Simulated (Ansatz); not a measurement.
## In2Sb: how the energy converges with the cutoff

In2Sb, P6_3/mmc, a = 5.380 Å, c = 6.723 Å. The structure is a Materials Project entry; whether it is the stable form wasn't checked. Ansatz: PBEsol, PAW, cutoff varied, Γ-centred 12×12×6 mesh on 6 atoms, Gaussian smearing 0.10 eV; no spin polarisation. Single points at one geometry, the cutoff alone changed; ΔE is the energy at zero smearing over the run at 850 eV (runs within 0.3 meV/atom of it are left out). The runs up to 380 eV lie under the cutoff recommended for these PAW datasets.

| cutoff (eV) | ΔE (meV/atom) |
| --- | --- |
| 150 | ? |
| 200 | 8677.81 |
| 250 | 989.20 |
| 300 | 74.11 |
| 350 | 3.91 |
| 380 | 2.04 |
| 420 | 1.36 |
| 460 | 0.61 |

Task: Assume ΔE falls exponentially with the cutoff, fit y = ln ΔE against x, the cutoff in eV, to the other rows, and predict the missing value.

Result: y = 9.069, 6.897, 4.306, 1.364, 0.713, 0.307, -0.494. Means x = 337.1, y = 3.1660; Σ(Δx)² = 51743, ΣΔxΔy = -1992; the slope is their ratio. y = 16.14 − 0.03850 x, a factor of ten per 60 eV. At 150 eV this gives ΔE = 31729.43 meV/atom. The run gave 62567.97, a ratio of 0.51. Between neighbouring rows the decay runs from a factor of ten per 39 eV to one per 227 eV, so one exponential is only a rough guide.